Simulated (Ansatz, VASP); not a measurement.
**Hf in VASP and in Ansatz**

The input INCAR:

```
  ALGO = Fast
  EDIFF = 1E-7
  ENCUT = 520
  ISIF = 2
  ISMEAR = -1
  LASPH = T
  LCHARG = F
  LMAXMIX = 4
  LREAL = F
  LWAVE = F
  NELM = 80
  PREC = Accurate
  SIGMA = 0.05
```

Contents of KPOINTS:

```
k-points
0
Gamma
  10 10 5
```

POSCAR

```
Hf
1.0
    3.1967000000      0.0000000000      0.0000000000
   -1.5983500000      2.7684234083      0.0000000000
    0.0000000000      0.0000000000      5.0578000000
Hf
2
Direct
    0.6666666667      0.3333333333      0.7500000000
    0.3333333333      0.6666666667      0.2500000000
```

Contents of KPOINTS_OPT:

```
path GMKGALHA,LM,KH
10
line-mode
reciprocal
 0.0000000000  0.0000000000  0.0000000000  G
 0.5000000000  0.0000000000  0.0000000000  M

 0.5000000000  0.0000000000  0.0000000000  M
 0.3333333333  0.3333333333  0.0000000000  K

 0.3333333333  0.3333333333  0.0000000000  K
 0.0000000000  0.0000000000  0.0000000000  G

 0.0000000000  0.0000000000  0.0000000000  G
 0.0000000000  0.0000000000  0.5000000000  A

 0.0000000000  0.0000000000  0.5000000000  A
 0.5000000000  0.0000000000  0.5000000000  L

 0.5000000000  0.0000000000  0.5000000000  L
 0.3333333333  0.3333333333  0.5000000000  H

 0.3333333333  0.3333333333  0.5000000000  H
 0.0000000000  0.0000000000  0.5000000000  A

 0.5000000000  0.0000000000  0.5000000000  L
 0.5000000000  0.0000000000  0.0000000000  M

 0.3333333333  0.3333333333  0.0000000000  K
 0.3333333333  0.3333333333  0.5000000000  H
```

File input.yaml:

```yaml
crystal:
  lattice:
    - [3.1967, 0.0, 0.0]
    - [-1.59835, 2.7684234083, 0.0]
    - [0.0, 0.0, 5.0578]
  atoms:
    - { symbol: Hf, position: [0.6666666667, 0.3333333333, 0.75] }
    - { symbol: Hf, position: [0.3333333333, 0.6666666667, 0.25] }
hamiltonian:
  xc: lda
  pseudopotentials: { kind: paw }
kpoints:
  mp_grid: { grid: [10, 10, 5] }
  band_path:
    path:
      - [[0.0, 0.0, 0.0], [0.5, 0.0, 0.0], [0.3333333333, 0.3333333333, 0.0], [0.0, 0.0, 0.0], [0.0, 0.0, 0.5], [0.5, 0.0, 0.5], [0.3333333333, 0.3333333333, 0.5], [0.0, 0.0, 0.5]]
      - [[0.5, 0.0, 0.5], [0.5, 0.0, 0.0]]
      - [[0.3333333333, 0.3333333333, 0.0], [0.3333333333, 0.3333333333, 0.5]]
    npoints: 14
scf:
  occupations: { method: fermi_dirac, width: 0.05 }
  n_extra_bands: 6
output:
  forces: true
  stress: true
  eigenvalues: true
  fatbands: true
  write_density: true
  write_potential: true
  elf: true
  volumetric_format: npy
```

Alike in both runs: task band structure; functional LDA; k mesh 10 × 10 × 5; occupations fermi-dirac, width 0.05 eV; no spin polarisation.

|  | VASP | Ansatz |
| --- | --- | --- |
| version | VASP 6.6.1 | Ansatz 0.2.0 |
| potentials or method | VASP PAW LDA potentials, release 64 (Hf_pv) | Ansatz PAW |
| plane-wave cutoff (eV) | 520 | 420 |
| valence electrons in the cell | 20 | 52 |

|  | VASP | Ansatz | Ansatz less VASP |
| --- | --- | --- | --- |
| gap on the k mesh at the Fermi level (eV) | none | none | - |
| pressure (GPa) | -7.8 | -7.8 | -0.02 |
| largest component of the traceless stress (GPa) | 0.31 | 0.30 | -0.013 |

A gap of «none» marks a metal or a gap that the smearing closes. The two sets of potentials don't hold the same shells in valence.

Caveats: spin-orbit coupling is left out, which moves the levels of the heavy elements; the PAW data sets come from PBE, with cores solved anew for the run's functional, which leaves a small shift of forces and pressure (Ansatz).
